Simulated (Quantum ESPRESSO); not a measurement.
The system is Cu.

```
CELL_PARAMETERS angstrom
0.00000 1.80750 1.80750
1.80750 0.00000 1.80750
1.80750 1.80750 0.00000
ATOMIC_POSITIONS crystal
Cu 0.00000 0.00000 0.00000
```

```yaml
Program: Quantum ESPRESSO 7.5
Task: phonon dispersion
Functional: PBE
Potentials_or_basis: Ansatz NC SR PBE
Cutoff: 1252 eV
Density_cutoff: 5007 eV
k_mesh: 12 × 12 × 12
Occupations: cold, width 0.2 eV
Spin: no spin polarisation
Mixing_beta: 0.5
Most_SCF_iterations: 120
SCF_threshold: 2e-10 Ry
q_mesh: 2 × 2 × 2
```

The cell and the atoms were relaxed first, to 11.94 Å³/atom (a = 2.565 Å, b = 2.565 Å, c = 2.565 Å, α = 60.00°, β = 60.00°, γ = 60.00°), and the response was taken there.

Task: What are the zero-point energy, and the vibrational entropy and heat capacity at 298.15 K?

Result: Zero-point energy 30.3 meV/atom; entropy 3.96 k_B/atom (32.9 J/(K·mol of atoms)); Cv 2.84 k_B/atom, 95 % of the classical limit. These are harmonic values without the electrons' part.

Phonon frequencies at the corners of the path (cm⁻¹, interpolated; i marks imaginary ones):
| point | frequencies |
| --- | --- |
| Γ | 0 0 0 |
| X | 167 167 240 |
| W | 168 207 207 |
| K | 153 198 222 |
| L | 115 115 246 |
| U | 153 198 222 |

Harmonic thermodynamics per atom at this volume (zero-point energy 30.3 meV, Debye temperature from the second moment 314 K):
```
 T (K)  free energy (meV)  entropy (k_B)  heat capacity Cv (k_B)
    50               29.9           0.29                    0.76
   100               26.7           1.23                    1.93
   200                8.7           2.85                    2.66
298.15              -20.4           3.96                    2.84
   500             -103.2           5.46                    2.94
   800             -263.6           6.85                    2.98
```

Phonon states per cell in windows of 20 cm⁻¹ (negative: imaginary):
```
from (cm⁻¹)  total
          0   0.00
         20   0.01
         40   0.03
         60   0.07
         80   0.14
        100   0.29
        120   0.46
        140   0.50
        160   0.39
        180   0.30
        200   0.32
        220   0.48
        240   0.02
```

A q mesh this small can miss soft modes between its points.

Caveat: the q mesh is small, so phonon branches between its points and thermal values are rough.
